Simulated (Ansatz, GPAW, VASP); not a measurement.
InAs: 3 runs at one level of theory

```xyz
2
Lattice="0.0000 3.0180 3.0180 3.0180 0.0000 3.0180 3.0180 3.0180 0.0000" Properties=species:S:1:pos:R:3 pbc="T T T"
In    0.0000    0.0000    0.0000
As    4.5270    4.5270    4.5270
```

Alike in all runs: task single point; functional PBE; k mesh 8 × 8 × 8; occupations gaussian, width 0.024 eV; no spin polarisation; no spin-orbit coupling. A missing gap at this level doesn't show that the real crystal is a metal. Pressure is positive in compression and, in plane waves, holds the error of the finite cutoff.

```tsv
program and potentials	plane-wave cutoff (eV)	notes	band gap (eV)	pressure (GPa)
VASP, PBE PAW files As, In_d, 520 eV	520	-	no gap	4.36
GPAW, GPAW PAW data sets (gpaw-data 1.2.1)	600	-	no gap	4.04
Ansatz, all-electron LAPW, scalar-relativistic	-	-	no gap	4.30
```

None finds a gap. The pressure spans 4.04 (GPAW, GPAW PAW data sets (gpaw-data 1.2.1)) to 4.36 GPa (VASP, PBE PAW files As, In_d, 520 eV), with all-electron results at 4.30.

The functional is the same throughout but for its coding, so the spread measures potentials, basis and numerics; runs on potential files found faulty are left out.

All three runs close the gap of InAs, which is known to be a direct narrow-gap semiconductor. The conduction minimum at the zone centre is an antibonding s state, lowered by scalar-relativistic effects, while the valence top is mainly As p. With so small a true separation, the usual gap underestimation of a semilocal functional is enough to make the two meet. The agreement of the all-electron run with the others points to the functional rather than the potentials.

The positive pressures show that the cell is smaller than PBE would choose, in line with this functional's tendency to underbind and overestimate lattice constants. Compression normally raises the s-like conduction edge relative to the valence top, so relaxing the cell would probably deepen the overlap rather than open a gap. VASP lies close to the all-electron pressure of 4.30 GPa and GPAW falls lower, perhaps through its data sets or residual basis error. Whether the s and p states are actually inverted at the zone centre can't be read from a missing gap alone.
